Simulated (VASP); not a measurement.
I, 8 atoms in the cell. The structure is cubic, space group Pm-3n (No. 223). The conventional cell has a = 5.558 Å, b = 5.558 Å, c = 5.558 Å, α = 90.00°, β = 90.00°, γ = 90.00°. I (site symmetry m-3) is surrounded by 12 I at 3.11 Å. Around I (site symmetry -4m2) lie 6 I at 2.78 to 3.11 Å. 

```yaml
Program: VASP 6.6.1
Task: relaxation of cell and atoms
Functional: r2SCAN
Potentials_or_basis: VASP PAW PBE potentials, release 64 (I)
Cutoff: 600 eV
k_mesh: 8 × 8 × 8
Occupations: methfessel-paxton, width 0.1 eV
Spin: no spin polarisation
Target_pressure: 47 GPa
Further_INCAR_settings: ALGO = Normal; EDIFF = 1e-07; IBRION = 2; EDIFFG = -0.005; NSW = 90; ISIF = 3
Target_pressure: 47 GPa
```

Potentials or basis: VASP PAW PBE potentials, release 64 (I).

Run with:

```bash
$ cat potpaw_PBE.64/I/POTCAR > POTCAR
$ mpirun -np 2 vasp_std > vasp.out
```

Hardware: 2 MPI ranks on Intel(R) Xeon(R) 6975P-C (Granite Rapids) (shared host).

Task: Estimate the wall time of this run.

Result: Wall time 7.7 min on 2 MPI ranks on Intel(R) Xeon(R) 6975P-C (Granite Rapids), on a shared host, peak memory 0.47 GiB a rank. Counts: scf iterations 38, k points 35, ion steps 3.
